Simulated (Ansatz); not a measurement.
## BaF$_{2}$: computed properties

Level of theory: DFT PBE, scalar-relativistic, plane waves, PAW in Ansatz.

Settings: cutoff 420 eV, Γ-centred mesh 6×6×6 on the computed 3-atom cell, Gaussian smearing of 0.02 eV; no spin polarisation.

The structure is relaxed at this level of theory with its symmetry kept.

```
Ba F
1.0
     0.00000    3.12300    3.12300
     3.12300    0.00000    3.12300
     3.12300    3.12300    0.00000
Ba F
1 2
Cartesian
  0.0000 0.0000 0.0000
  1.5615 1.5615 1.5615
  4.6845 4.6845 4.6845
```

Q: Formation energy from the elements' standard states (uncorrected)?

A: -3.894 eV/atom.

Q: Kohn–Sham band gap?

A: 6.73 eV, indirect from (0.000, 0.229, -0.229) to Γ.

Q: Löwdin character of the top 1 eV of the valence band?

A: F 2p 95 %.

Q: Electron masses at the edge by Cartesian direction of the standard setting (m_e; degenerate bands sorted by energy; no spin-orbit coupling)?

A: x: 0.49; y: 0.49; z: 0.49.

Q: Hole masses at the edge by Cartesian direction of the standard setting (m_e; degenerate bands sorted by energy; no spin-orbit coupling)?

A: x: 2.5; y: 5.6; z: 5.6.

Q: Bulk modulus?

A: 54 GPa.

Q: Its pressure derivative?

A: 4.3.

Q: Bader charges (e)?

A: Ba (1 in the cell) 1.69, F (2 in the cell) -0.84.

Spin-orbit coupling is left out, which matters for the bands of heavy elements.